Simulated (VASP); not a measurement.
**Ge: single point with PBE+D3(BJ)**

The system is Ge.

```
CELL_PARAMETERS angstrom
1.93284 -5.05649 0.00000
1.93284 5.05649 0.00000
0.00000 0.00000 3.90065
ATOMIC_POSITIONS crystal
Ge 0.13317 0.86683 0.00001
Ge 0.63317 0.36683 0.49999
Ge 0.86683 0.13317 0.99999
Ge 0.36683 0.63317 0.50001
```

This isn't the form of Ge at room conditions, which is diamond.

The cell isn't the ideal one: As -> Ge on all its sites, cell and atoms relaxed.

```json
{
  "Program": "VASP 6.6.1",
  "Task": "single point",
  "Functional": "PBE",
  "Dispersion": "D3(BJ)",
  "Potentials or basis": "VASP PAW PBE potentials, release 64 (Ge_d)",
  "Cutoff": "520 eV",
  "k mesh": "6 × 6 × 6",
  "Occupations": "gaussian, width 0.1 eV",
  "Spin": "no spin polarisation"
}
```

- Pressure: 0.0 GPa
- Band gap on the k mesh: none (metal or under the smearing width)
- Dispersion energy per atom: -0.349 eV

Forces in eV/Å, atoms in the order of the input:
```
Ge   0.000  0.003  0.000
Ge   0.000  0.003  0.000
Ge   0.000 -0.003  0.000
Ge   0.000 -0.003  0.000
```

Stress tensor (GPa, compression positive):
```
-0.08  0.00  0.00
 0.00 -0.07  0.00
 0.00  0.00  0.04
```

Levels at points of the mesh, in eV from the Fermi level:
| k point | band 26 | band 27 | band 28 | band 29 | band 30 | band 31 |
| --- | --- | --- | --- | --- | --- | --- |
| (0.00, 0.00, 0.00) | -2.94 | -2.26 | -1.37 | 0.50 | 0.73 | 4.41 |
| (0.50, 0.00, 0.00) | -1.39 | -0.37 | -0.37 | 0.41 | 0.41 | 2.27 |
| (0.50, 0.50, 0.00) | -2.40 | -1.51 | 0.11 | 0.53 | 0.64 | 0.80 |
| (0.00, 0.00, 0.50) | -3.48 | 0.37 | 0.37 | 1.19 | 1.19 | 1.25 |
| (0.50, 0.00, 0.50) | -4.48 | -4.43 | -4.43 | 0.54 | 0.54 | 2.95 |
| (0.50, 0.50, 0.50) | -0.61 | 0.18 | 0.18 | 2.01 | 2.01 | 2.41 |

Wall time 2.3 min on 1 thread of AMD EPYC 9R14 (Zen 4), on a shared host, peak memory 0.24 GiB.

Caveat: pairwise dispersion overbinds metals, which lowers pressure and volume.
